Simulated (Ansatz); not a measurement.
Density of states of CoO (I4/mmm, a = 2.998 Å, b = 2.998 Å, c = 4.531 Å, α = 90.00°, β = 90.00°, γ = 90.00°), in states per eV and primitive cell, averaged over bins of 0.5 eV. All numbers below come from DFT PBE+U, scalar-relativistic, plane waves, PAW in Ansatz 0.2.0.

Cutoff 420 eV; k points 16×16×16 on the computed 2-atom cell (Γ-centred); Gaussian smearing, width 0.01 eV; U_eff Co 3.32 eV on the d shells (Löwdin-orthogonalised atomic orbitals); collinear spin from starting moments 2.84 0.26 μB.

The cell is relaxed at this level. The states (both spins) are summed by tetrahedra on a 24×24×24 mesh at the self-consistent density. Energies are bin centres; the table starts no lower than −8 eV and ends at 6 eV, or lower where the solved bands end.

The gap is 0.14 eV at this level, with the zero inside it.

```tsv
E − E_F (eV)	total	Co 3d down	Co 3d up	O 2p up	O 2p down	Co 4s up	Co 4s down
-7.50	0.28	0.00	0.11	0.13	0.00	0.04	0.00
-7.00	0.77	0.00	0.35	0.33	0.00	0.08	0.00
-6.50	1.54	0.03	0.82	0.47	0.11	0.04	0.04
-6.00	2.33	0.08	1.18	0.64	0.29	0.03	0.07
-5.50	2.06	0.13	0.74	0.34	0.69	0.01	0.10
-5.00	0.81	0.06	0.34	0.11	0.25	0.00	0.03
-4.50	2.26	0.16	1.41	0.18	0.44	0.02	0.02
-4.00	1.98	0.25	0.90	0.16	0.59	0.01	0.01
-3.50	2.86	0.43	1.10	0.13	1.14	0.01	0.01
-3.00	2.31	0.22	1.06	0.36	0.57	0.05	0.00
-2.50	1.84	0.18	0.90	0.53	0.14	0.06	0.00
-2.00	1.44	0.47	0.30	0.49	0.14	0.01	0.00
-1.50	2.56	1.46	0.27	0.57	0.22	0.01	0.01
-1.00	2.12	1.06	0.21	0.49	0.32	0.00	0.02
-0.50	0.76	0.06	0.19	0.46	0.04	0.00	0.00
0.00	0.09	0.01	0.02	0.06	0.00	0.00	0.00
0.50	0.07	0.07	0.00	0.00	0.00	0.00	0.00
1.00	0.21	0.19	0.00	0.00	0.01	0.00	0.00
1.50	0.53	0.48	0.00	0.00	0.03	0.00	0.01
2.00	1.71	1.54	0.00	0.00	0.09	0.01	0.03
2.50	1.14	0.97	0.00	0.00	0.09	0.01	0.03
3.00	0.82	0.63	0.00	0.01	0.09	0.02	0.03
3.50	1.05	0.82	0.00	0.01	0.12	0.02	0.03
4.00	0.72	0.51	0.00	0.02	0.11	0.03	0.02
4.50	0.15	0.02	0.00	0.02	0.01	0.05	0.02
5.00	0.20	0.01	0.00	0.03	0.02	0.07	0.03
5.50	0.32	0.01	0.00	0.04	0.03	0.09	0.05
```

The columns after the total are the main Löwdin projections on the occupied valence shells of the potentials; 2 others are left out. The rest of the total lies in those, in shells that are empty in the free atom, which aren't projected, and between the atoms.

The state reached may not be the lowest one. The cell holds one magnetic atom, so it can only be ferromagnetic; an antiferromagnetic order may lie lower.

Only this magnetic start was tried.

Cost: 1 run of about 1.6 core-minutes, on Arm Neoverse V1 (shared hosts).